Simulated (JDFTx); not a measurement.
Crystal: I.

```
CELL_PARAMETERS angstrom
0.00000 2.36560 3.90984
2.19225 0.00000 3.90984
2.19225 2.36560 0.00000
ATOMIC_POSITIONS crystal
I 0.00000 0.00000 0.00000
```

Base run:

| Quantity | Value |
| --- | --- |
| Program | JDFTx 1.7.0 (patched build) |
| Functional | LDA |
| Potentials or basis | PseudoDojo-SR-LDA-0.4.1-standard with smoothed tails |
| Cutoff | 952 eV |
| Density cutoff | 3810 eV |
| k mesh | 9 × 9 × 9 |
| Occupations | fermi-dirac, width 0.05 eV |
| Spin | no spin polarisation |

Its results: band gap on the k mesh none (metal or under the smearing width); pressure -2.3 GPa.

**Question.** The run is repeated on the same cell with these changes: functional from LDA to PBEsol; potentials or basis from PseudoDojo-SR-LDA-0.4.1-standard with smoothed tails to PseudoDojo-SR-PBEsol-0.4.1-standard with smoothed tails. What comes out?

**Answer.** Band gap on the k mesh none (metal or under the smearing width); pressure -1.3 GPa.

Caveats: the empty levels aren't tightly converged; an odd number of electrons without spin polarisation forces a metal; a magnetic or distorted state may lie lower.

Not every run made on this cell is shown here.
